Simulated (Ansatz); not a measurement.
# Does relaxation matter for the field gradients of Al2O3 with an O vacancy?

Start: a supercell of Al2O3 (corundum type, R-3c) built from a refined structure from the COD, with all atoms left at the host's positions.

Space group C2 (No. 5); a = 10.2604, b = 9.5210, c = 6.9987 Å, β = 95.85°.

| site | Wyckoff | site symmetry | x | y | z |
| --- | --- | --- | --- | --- | --- |
| Al1 | 4c | 1 | 0.3522 | 0.0000 | 0.3978 |
| Al2 | 4c | 1 | 0.8522 | 0.0000 | 0.3978 |
| Al3 | 4c | 1 | 0.6022 | 0.2500 | 0.8978 |
| Al4 | 4c | 1 | 0.6022 | 0.7500 | 0.8978 |
| Al9 | 4c | 1 | 0.6478 | 0.0000 | 0.1022 |
| Al10 | 4c | 1 | 0.1478 | 0.0000 | 0.1022 |
| Al11 | 4c | 1 | 0.3978 | 0.7500 | 0.6022 |
| Al12 | 4c | 1 | 0.3978 | 0.2500 | 0.6022 |
| O17 | 2a | 2 | 0.5000 | 0.5967 | 0.0000 |
| O18 | 4c | 1 | 0.2500 | 0.8467 | 0.5000 |
| O20 | 4c | 1 | 0.6733 | 0.0767 | 0.3467 |
| O21 | 4c | 1 | 0.1733 | 0.0767 | 0.3467 |
| O22 | 4c | 1 | 0.4233 | 0.8267 | 0.8467 |
| O23 | 4c | 1 | 0.4233 | 0.3267 | 0.8467 |
| O28 | 2b | 2 | 0.5000 | 0.9033 | 0.5000 |
| O29 | 2b | 2 | 0.5000 | 0.4033 | 0.5000 |
| O30 | 4c | 1 | 0.7500 | 0.1533 | 0.0000 |
| O32 | 4c | 1 | 0.3267 | 0.9233 | 0.1533 |
| O33 | 4c | 1 | 0.8267 | 0.9233 | 0.1533 |
| O34 | 4c | 1 | 0.5767 | 0.1733 | 0.6533 |
| O35 | 4c | 1 | 0.5767 | 0.6733 | 0.6533 |

One atom of each set is listed; the run and its k-mesh use a cell of 39 atoms with edges of 7.00, 7.00, 7.00 Å.

Computed with Ansatz: DFT, PBE, plane waves and PAW, scalar-relativistic, 420 eV cutoff, Γ-centred 3×3×3 k-points, Fermi–Dirac smearing 0.01 eV, cell charge +2.

The largest force at the start is 4.3 eV/Å. Relaxing the ions at fixed cell moves them by 0.239 Å at most (atom 9, Al) and 0.084 Å rms.

| site | moved (Å) | first shell before | first shell after | V_zz before (10²¹ V/m²) | η before |
| --- | --- | --- | --- | --- | --- |
| Al2 | 0.088 | 6 O at 1.85–1.97 Å | 6 O at 1.84–2.00 Å | 0.66 | 0.46 |
| Al3 | 0.153 | 5 O at 1.85–1.97 Å | 5 O at 1.76–1.95 Å | 2.29 | 0.20 |
| Al4 | 0.013 | 6 O at 1.85–1.97 Å | 6 O at 1.84–2.00 Å | 0.74 | 0.91 |
| Al9 | 0.239 | 5 O at 1.85–1.97 Å | 5 O at 1.80–1.94 Å | 4.26 | 0.17 |
| Al11 | 0.028 | 6 O at 1.85–1.97 Å | 6 O at 1.86–1.97 Å | 0.58 | 0.51 |
| O21 | 0.012 | 4 Al at 1.85–1.97 Å | 4 Al at 1.81–1.99 Å | -3.79 | 0.44 |
| O22 | 0.035 | 4 Al at 1.85–1.97 Å | 4 Al at 1.82–2.00 Å | 3.49 | 0.71 |
| O23 | 0.116 | 4 Al at 1.85–1.97 Å | 4 Al at 1.87–1.95 Å | 6.13 | 0.96 |
| O28 | 0.002 | 4 Al at 1.85–1.97 Å | 4 Al at 1.84–1.95 Å | -3.42 | 0.56 |
| O29 | 0.039 | 4 Al at 1.85–1.97 Å | 4 Al at 1.84–1.97 Å | -3.45 | 0.37 |
| O30 | 0.069 | 4 Al at 1.85–1.97 Å | 4 Al at 1.83–2.05 Å | 7.51 | 0.65 |
| O32 | 0.060 | 4 Al at 1.85–1.97 Å | 4 Al at 1.86–2.00 Å | 2.45 | 0.88 |
| O34 | 0.071 | 4 Al at 1.85–1.97 Å | 4 Al at 1.82–2.04 Å | -4.82 | 0.87 |

Q: What are V_zz and η after the relaxation?

A: 

| site | V_zz after | η after | change of V_zz |
| --- | --- | --- | --- |
| Al2 | -0.57 | 0.82 | – |
| Al3 | 2.28 | 0.14 | -0.01 |
| Al4 | 1.19 | 0.76 | +0.45 |
| Al9 | 3.33 | 0.17 | -0.93 |
| Al11 | 0.38 | 0.59 | -0.20 |
| O21 | -3.47 | 0.69 | +0.32 |
| O22 | -3.07 | 0.79 | – |
| O23 | -4.99 | 0.53 | – |
| O28 | -3.60 | 0.75 | -0.18 |
| O29 | -3.61 | 0.13 | -0.16 |
| O30 | -5.45 | 0.77 | – |
| O32 | -2.37 | 0.66 | – |
| O34 | -3.71 | 0.69 | +1.11 |

The largest change of V_zz along a kept axis is on O34, from -4.82 to -3.71. The whole tensor moves most on O30, by 2.80 along its most changed direction. In per cent, |V_zz| changes by -34 to +60 on Al, -23 to +5 on O (all sites that start above 0.5, bar those whose gradient vanishes or changes sign or whose main axis turns by over 40°). Where |V_zz| stays above 0.1 and the axes keep their order, η moves most on O21, from 0.44 to 0.69. On Al3 V_xx and V_yy change places (or their axes turn by over 50°), so the two values of η hide a larger change. On O30, O23, O22, O32, Al2 the largest principal value lies along another axis in the second run, so the two V_zz can't be compared directly. The table leaves out 8 of the 21 sites, with |V_zz| up to 5.01; their tensors move by 1.94 at most along any direction. The statements above cover all sites. The host's own positions weren't relaxed first, so part of the change far from the defect can be the host's relaxation.

The defect repeats with the cell of 39 atoms, so it feels its images: sites between two images don't show the values beside a lone defect, and zeros or small values of η there can come from the images' arrangement. Al and O carry a gradient in the pure host already, so the values there aren't the defect's effect alone. A uniform background compensates the cell's charge.
Before: With a gap of 0.4 eV on this mesh, small gradients can still move by 0.1 × 10²¹ V/m² or more as the k-mesh gets denser. The cell keeps the host's lattice, where the PBE pressure is 12 GPa (in a charged cell this depends on the convention for the mean potential). The neighbours have not yet relaxed around the defect (largest force 4.3 eV/Å), so the values at and beside it are those of a strained start, not of the defect in a real crystal.
After: The cell keeps the host's lattice, where the PBE pressure is 14 GPa (in a charged cell this depends on the convention for the mean potential).
